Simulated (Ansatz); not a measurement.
Thermal properties of BeS from its phonons

The calculation used DFT PBE, scalar-relativistic, plane waves, PAW in Ansatz 0.2.0. Plane waves to 420 eV; Γ-centred k mesh 8×8×8; fixed occupations. No spin polarisation. Phonons by linear response, acoustic sum rule imposed.

Equilibrium structure at this level:
```cif
data_structure
_symmetry_space_group_name_H-M 'F-43m'
_symmetry_Int_Tables_number 216
_cell_length_a 4.8762
_cell_length_b 4.8762
_cell_length_c 4.8762
_cell_angle_alpha 90.000
_cell_angle_beta 90.000
_cell_angle_gamma 90.000
_cell_volume 115.94
loop_
_atom_site_label
_atom_site_type_symbol
_atom_site_symmetry_multiplicity
_atom_site_Wyckoff_symbol
_atom_site_fract_x
_atom_site_fract_y
_atom_site_fract_z
_atom_site_occupancy
Be1 Be 4 c 0.25000 0.25000 0.25000 1
S1 S 4 a 0.00000 0.00000 0.00000 1
```

The cell has the zinc blende type, in a space group that the Crystallography Open Database lists for this formula; it was reached from a generator's guess.

Force constants from linear response on a 4×4×4 q mesh, interpolated to a fine mesh.

Phonon density of states, in bins of 10 cm⁻¹:
| bin centre (cm⁻¹) | share of modes (%) |
| --- | --- |
| 5 | 0.0 |
| 15 | 0.0 |
| 25 | 0.0 |
| 35 | 0.0 |
| 45 | 0.1 |
| 55 | 0.1 |
| 65 | 0.1 |
| 75 | 0.2 |
| 85 | 0.2 |
| 95 | 0.3 |
| 105 | 0.4 |
| 115 | 0.5 |
| 125 | 0.6 |
| 135 | 0.7 |
| 145 | 0.9 |
| 155 | 1.2 |
| 165 | 1.8 |
| 175 | 2.2 |
| 185 | 2.4 |
| 195 | 2.5 |
| 205 | 2.7 |
| 215 | 2.9 |
| 225 | 3.1 |
| 235 | 3.1 |
| 245 | 2.4 |
| 255 | 2.1 |
| 265 | 1.9 |
| 275 | 1.8 |
| 285 | 1.9 |
| 295 | 1.2 |
| 305 | 0.8 |
| 315 | 1.1 |
| 325 | 2.1 |
| 335 | 4.1 |
| 345 | 2.5 |
| 355 | 1.5 |
| 365 | 0.5 |
| 375 | 0.0 |
| 385 | 0.0 |
| 395 | 0.0 |
| 405 | 0.0 |
| 415 | 0.0 |
| 425 | 0.0 |
| 435 | 0.0 |
| 445 | 0.0 |
| 455 | 0.0 |
| 465 | 0.0 |
| 475 | 0.0 |
| 485 | 0.0 |
| 495 | 0.1 |
| 505 | 6.4 |
| 515 | 6.1 |
| 525 | 6.7 |
| 535 | 9.8 |
| 545 | 3.5 |
| 555 | 0.7 |
| 565 | 0.0 |
| 575 | 1.0 |
| 585 | 3.1 |
| 595 | 2.8 |
| 605 | 2.4 |
| 615 | 1.9 |
| 625 | 1.7 |
| 635 | 1.6 |
| 645 | 1.6 |
| 655 | 0.5 |

(1) How much zero-point energy does an atom carry?

(2) How large are the vibrational entropy and heat capacity at 300 K?

(3) Tabulate them against temperature.

Results:

(1) 74.0 meV.

(2) S = 1.85 k_B and C_V = 2.19 k_B per atom, 73 % of the Dulong–Petit value.

(3)
| T (K) | F_vib (meV/atom) | S (k_B/atom) | C_V (k_B/atom) |
| --- | --- | --- | --- |
| 100 | 73.3 | 0.29 | 0.66 |
| 200 | 67.6 | 1.07 | 1.63 |
| 300 | 55.0 | 1.85 | 2.19 |
| 400 | 36.1 | 2.52 | 2.49 |
| 500 | 11.8 | 3.10 | 2.65 |
| 600 | -17.0 | 3.59 | 2.75 |
| 700 | -49.9 | 4.02 | 2.81 |
| 800 | -86.2 | 4.40 | 2.86 |
| 900 | -125.5 | 4.74 | 2.89 |
| 1000 | -167.7 | 5.04 | 2.91 |
